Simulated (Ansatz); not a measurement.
# InSb: the cell at several levels of theory

Cell and atoms of InSb built on the rocksalt prototype are relaxed in turn with PBE and r2SCAN. This is a trial cell built on a prototype, not taken from a measured structure, and it needn't be the compound's ground state.

The runs shown are made with Ansatz 0.2.0. PAW datasets, plane waves, zero pressure. The cell comes from a prototype generator: it can be a known phase or a hypothetical one. Spin polarisation is off.

## Step 1: The system as given

Space group Fm-3m (No. 225), cubic; a = 5.961 Å in the conventional setting, 26.48 Å³ an atom. In has 6 Sb at 2.98 Å; Sb has 6 In at 2.98 Å.

As a file:

```cif
data_structure
_symmetry_space_group_name_H-M 'Fm-3m'
_symmetry_Int_Tables_number 225
_cell_length_a 5.9614
_cell_length_b 5.9614
_cell_length_c 5.9614
_cell_angle_alpha 90.000
_cell_angle_beta 90.000
_cell_angle_gamma 90.000
_cell_volume 211.86
loop_
_atom_site_label
_atom_site_type_symbol
_atom_site_symmetry_multiplicity
_atom_site_Wyckoff_symbol
_atom_site_fract_x
_atom_site_fract_y
_atom_site_fract_z
_atom_site_occupancy
In1 In 4 a 0.00000 0.00000 0.00000 1
Sb1 Sb 4 b 0.50000 0.00000 0.00000 1
```

## Step 2: PBE: cell and atoms

File input.yaml:

```yaml
crystal:
  lattice:
    - [0.0, 2.980699, 2.980699]
    - [2.980699, 0.0, 2.980699]
    - [2.980699, 2.980699, 0.0]
  atoms:
    - { symbol: In, position: [0.0, 0.0, 0.0] }
    - { symbol: Sb, position: [0.5, 0.5, 0.5] }
kpoints:
  mp_grid: { grid: [6, 6, 6] }
hamiltonian:
  xc: pbe
scf:
  occupations: { method: fermi_dirac, width: 0.02 }
relax:
  f_tol: 0.005
  cell: {}
```

Started as:

```console
$ ansatz run input.yaml --threads 2 --pin off --max-ram 2211MiB --backend cpu --events-out ev --progress --plain --runs-dir out
```

Further steps of the session: r2SCAN: cell and atoms.

Q: Predict the outcome of this session. Wanted: for each run, a; volume; space group; SCF geometries.

As calculated:

| level | a (Å) | volume (Å³/atom) | space group | SCF geometries |
| --- | --- | --- | --- | --- |
| PBE | 6.146 | 29.013 | Fm-3m | 5 |
| r2SCAN | 6.084 | 28.156 | Fm-3m | 4 |

**Reading.** From the start to the first minimum the volume moved by +9.6 %. The volume runs from r2SCAN (least) to PBE (most), a spread of 3.0 %, or 1.0 % in length if all axes shared it alike.
